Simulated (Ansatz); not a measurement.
Equilibrium properties in the simple cubic structure, computed with PBE in Ansatz (plane waves, PAW datasets (generated hard set); cutoff 700 eV), no spin polarisation, no spin–orbit coupling, Fermi–Dirac smearing of 0.061 eV, k-spacing 0.11 to 0.12 Å⁻¹:

```tsv
crystal	a₀ (Å)	V₀ (Å³/atom)	B₀ (GPa)
Al	2.722	20.16	57
Ca	3.520	43.61	10.9
V	2.448	14.67	138
Cr	2.340	12.81	189
Cu	2.407	13.94	103
Ga	2.718	20.08	45
```

(1) Give the same for K, Zn, P.

Results:

(1) 
| crystal | a₀ (Å) | V₀ (Å³/atom) | B₀ (GPa) |
| --- | --- | --- | --- |
| K | 4.298 | 79.41 | 2.8 |
| Zn | 2.630 | 18.18 | 48 |
| P | 2.445 | 14.62 | 113 |

Model structures, not the usual forms at ambient conditions (metastable or hypothetical): Al, P, K, Ca, V, Cr, Cu, Zn, Ga. The k-mesh is modest, so these values aren't fully converged in k. Spin polarisation is left out, and a magnetic state may lie lower for Cr.
